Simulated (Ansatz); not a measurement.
CdSe: band structure with LDA

Crystal: CdSe.

```
CELL_PARAMETERS angstrom
0.00000 2.87396 2.87396
2.87396 0.00000 2.87396
2.87396 2.87396 0.00000
ATOMIC_POSITIONS crystal
Cd 0.00000 0.00000 0.00000
Se 0.50000 0.50000 0.50000
```

Measurements of this composition are mostly on another form, of space group No. 186.

```
Program                             : Ansatz 0.2.0
Task                                : band structure
Functional                          : LDA
Potentials or basis                 : Ansatz PAW
Cutoff                              : 420 eV (not typed: the program's choice for these potentials)
k mesh                              : 6 × 6 × 6
Occupations                         : fermi-dirac, width 0.05 eV
Spin                                : spin-orbit coupling, no magnetisation
Path                                : [["G", "X", "W", "K", "G", "L", "U", "W", "L", "K"], ["U", "X"]]
Points for each segment of the path : 14
```

The pressure is -5.9 GPa and the band gap on the k mesh is none (metal or under the smearing width).

Levels at the corners of the path, in eV from the Fermi level:
```csv
point,band 32,band 33,band 34,band 35,band 36,band 37,band 38,band 39,band 40,band 41
Γ,-1.02,-0.56,-0.56,-0.56,-0.56,-0.24,-0.24,8.56,8.56,8.56
X,-4.19,-2.29,-2.29,-2.01,-2.01,-0.73,-0.73,5.37,5.37,9.41
W,-3.33,-3.19,-3.19,-3.14,-3.14,2.70,2.70,5.57,5.57,7.18
K,-3.75,-3.63,-3.63,-1.48,-1.48,1.24,1.24,6.06,6.06,7.87
Γ,-1.02,-0.56,-0.56,-0.56,-0.56,-0.24,-0.24,8.56,8.56,8.56
L,-5.07,-0.24,-0.24,0.01,0.01,2.77,2.77,4.92,4.92,5.20
U,-3.75,-3.63,-3.63,-1.48,-1.48,1.24,1.24,6.06,6.06,7.87
W,-3.33,-3.19,-3.19,-3.14,-3.14,2.70,2.70,5.57,5.57,7.18
L,-5.07,-0.24,-0.24,0.01,0.01,2.77,2.77,4.92,4.92,5.20
K,-3.75,-3.63,-3.63,-1.48,-1.48,1.24,1.24,6.06,6.06,7.87
U,-3.75,-3.63,-3.63,-1.48,-1.48,1.24,1.24,6.06,6.06,7.87
X,-4.19,-2.29,-2.29,-2.01,-2.01,-0.73,-0.73,5.37,5.37,9.41
```

Wall time 17 s on 2 threads of Arm Neoverse V1 (shared host), peak memory 0.56 GiB.

Caveat: the PAW data sets come from PBE, with cores solved anew for the run's functional, which leaves a small shift of forces and pressure.
